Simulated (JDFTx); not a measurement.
Crystal: Ga.

```
CELL_PARAMETERS angstrom
2.71648 0.00000 0.00000
0.00000 2.71648 0.00000
0.00000 0.00000 2.71648
ATOMIC_POSITIONS crystal
Ga 0.00000 0.00000 0.00000
```

The cell was built by a generator and needn't be a form met in nature.

* Program: JDFTx 1.7.0 (patched build)
* Task: relaxation of cell and atoms
* Functional: TPSS
* Potentials or basis: SG15-PBE-1.2 with smoothed tails
* Cutoff: 1088 eV
* Density cutoff: 4354 eV
* k mesh: 5 × 5 × 5
* Occupations: fermi-dirac, width 0.05 eV
* Spin: no spin polarisation

At the start: pressure -2.6 GPa; volume 20.05 Å³/atom.

Where does the relaxation end?

Over 5 steps the energy falls by 7.4 meV/atom and the volume is 19.16 Å³/atom (-4.4 %); space group Pm-3m (No. 221, to 0.05 Å).

Step by step:
```csv
step,energy change (eV),largest force (eV/Å),pressure (GPa),volume (Å³)
1,0.0000,0.0000,-2.64,20.05
2,-0.0029,0.0000,-2.09,19.85
3,-0.0074,0.0000,-0.04,19.18
4,-0.0074,0.0000,-0.01,19.17
5,-0.0074,0.0000,0.00,19.16
```

Final structure:
```
CELL_PARAMETERS angstrom
2.67598 0.00000 0.00000
0.00000 2.67598 0.00000
0.00000 0.00000 2.67598
ATOMIC_POSITIONS crystal
Ga 0.00000 0.00000 0.00000
```

Caveat: the k mesh is coarse (spacing up to 0.46 Å⁻¹), so the values aren't converged; meta-GGA forces are noisy on this grid; the potentials were made for another functional, which shifts forces and pressure.
